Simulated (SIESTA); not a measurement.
CdTe:

```
CELL_PARAMETERS angstrom
0.00000 3.20500 3.20500
3.20500 0.00000 3.20500
3.20500 3.20500 0.00000
ATOMIC_POSITIONS crystal
Te 0.75000 0.75000 0.75000
Cd 0.00000 0.00000 0.00000
```

Base run:

```yaml
Program: SIESTA 5.4.2
Functional: PBE
Potentials_or_basis: PseudoDojo 0.4 standard (PBE files)
Basis: TZDP (energy shift 0.003 Ry; two zetas on semicore shells)
Grid_cutoff: 800 Ry
Energy_shift: 0.003 Ry
k_mesh: 7 × 7 × 7
Occupations: fermi-dirac, width 0.05 eV
Spin: no spin polarisation
```

Its results: band gap on the k mesh 1.02 eV, direct; pressure 4.4 GPa.

Question: The run is repeated on the same cell with these changes: basis from TZDP (energy shift 0.003 Ry; two zetas on semicore shells) to DZP (energy shift 0.003 Ry; two zetas on semicore shells). What comes out?

Answer: Band gap on the k mesh 1.16 eV, direct; pressure 4.0 GPa.

Caveats: spin-orbit coupling is left out, which moves the levels of the heavy elements; the basis of atomic orbitals isn't converged, which shifts pressures, moduli and gaps.
